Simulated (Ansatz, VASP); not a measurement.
## CoO: VASP beside Ansatz

INCAR

```
PREC = Accurate
ENCUT = 520
EDIFF = 1E-7
ISMEAR = 0
SIGMA = 0.05
LREAL = F
LASPH = T
NELM = 60
ALGO = Normal
ISIF = 2
LWAVE = F
LCHARG = F
GGA = PE
NBANDS = 14
```

The input KPOINTS:

```
Automatic mesh
0
Gamma
  14 14 14
```

POSCAR

```
CoO
1.0
    0.0000000000      2.1315000000      2.1315000000
    2.1315000000      0.0000000000      2.1315000000
    2.1315000000      2.1315000000      0.0000000000
Co O
1 1
Direct
    0.0000000000      0.0000000000      0.0000000000
    0.5000000000      0.5000000000      0.5000000000
```

Input for Ansatz:

```yaml
crystal:
  lattice:
    - [0.0, 2.1315, 2.1315]
    - [2.1315, 0.0, 2.1315]
    - [2.1315, 2.1315, 0.0]
  atoms:
    - { symbol: Co, position: [0.0, 0.0, 0.0] }
    - { symbol: O, position: [0.5, 0.5, 0.5] }
basis:
  ecutwfc: 420
  ecutrho_ratio: 4
kpoints:
  mp_grid: { grid: [14, 14, 14] }
hamiltonian:
  xc: pbe
scf:
  occupations: { method: gaussian, width: 0.05 }
output:
  forces: true
  stress: true
  eigenvalues: true
```

Alike in both runs: task single point; functional PBE; k mesh 14 × 14 × 14; occupations gaussian, width 0.05 eV; no spin polarisation.

|  | VASP | Ansatz |
| --- | --- | --- |
| version | VASP 6.6.1 | Ansatz 0.2.0 |
| potentials or method | VASP PAW PBE potentials, release 64 (Co, O) | scalar-relativistic, plane waves, PAW |
| plane-wave cutoff (eV) | 520 | 420 |
| valence electrons in the cell | 15 | 23 |

VASP gave:

- gap on the k mesh at the Fermi level (eV): none
- pressure (GPa): -20.0

Problem. Which values does Ansatz return?

Solution. gap on the k mesh at the Fermi level (eV): none; pressure (GPa): -19.9.

A gap of «none» marks a metal or a gap that the smearing closes. The functional is the same, so the differences come from potentials, cutoffs and numerics. The two sets of potentials don't hold the same shells in valence.

Caveats: so large a pressure means that the cell lies far from this level's equilibrium, or that cutoff or potentials fall short (VASP); an odd number of electrons without spin polarisation forces a metal; a magnetic or distorted state may lie lower; the run has no spin polarisation, though such a crystal can be magnetic; semilocal functionals often make such compounds metallic where correlation or magnetic order opens a gap, which also shifts bond lengths. Spin polarisation is off, so any magnetic state and its effect on volume and gap are missing.
